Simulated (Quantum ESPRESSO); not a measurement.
A run of Quantum ESPRESSO 7.5:

Contents of pw.in:

```
&CONTROL
  calculation = 'scf'
  prefix = 'pwscf'
  outdir = './tmp'
  pseudo_dir = './pseudo'
  tprnfor = .true.
  tstress = .true.
  disk_io = 'nowf'
/
&SYSTEM
  ibrav = 0
  nat = 3
  ntyp = 2
  ecutwfc = 60
  ecutrho = 480
  nbnd = 20
  occupations = 'smearing'
  smearing = 'fd'
  degauss = 0.00367493
/
&ELECTRONS
  conv_thr = 6d-10
  electron_maxstep = 120
  mixing_beta = 0.5
/
ATOMIC_SPECIES
Sn   118.7100 Sn_pbe_v1.uspp.F.UPF
O     15.9990 O.pbe-n-kjpaw_psl.0.1.UPF
CELL_PARAMETERS angstrom
   0.0000000000    2.5741500000    2.5741500000
   2.5741500000    0.0000000000    2.5741500000
   2.5741500000    2.5741500000    0.0000000000
ATOMIC_POSITIONS crystal
Sn     0.0000000000    0.0000000000    0.0000000000
O      0.7500000000    0.7500000000    0.7500000000
O      0.2500000000    0.2500000000    0.2500000000
K_POINTS automatic
9 9 9 0 0 0
```

Potentials or basis: SSSP 1.3 efficiency PBE.

The run is started by

```console
$ OMP_NUM_THREADS=1 pw.x -in pw.in > pw.out
```

Hardware: 1 thread of Arm Neoverse V1, on a shared host.

Task: Estimate the wall time of this run.

Result: Wall time 26 s on 1 thread of Arm Neoverse V1, on a shared host, peak memory 0.2 GiB. Counts: scf iterations 9, k pools 1, bands 20, k points 35, g dense 40821.
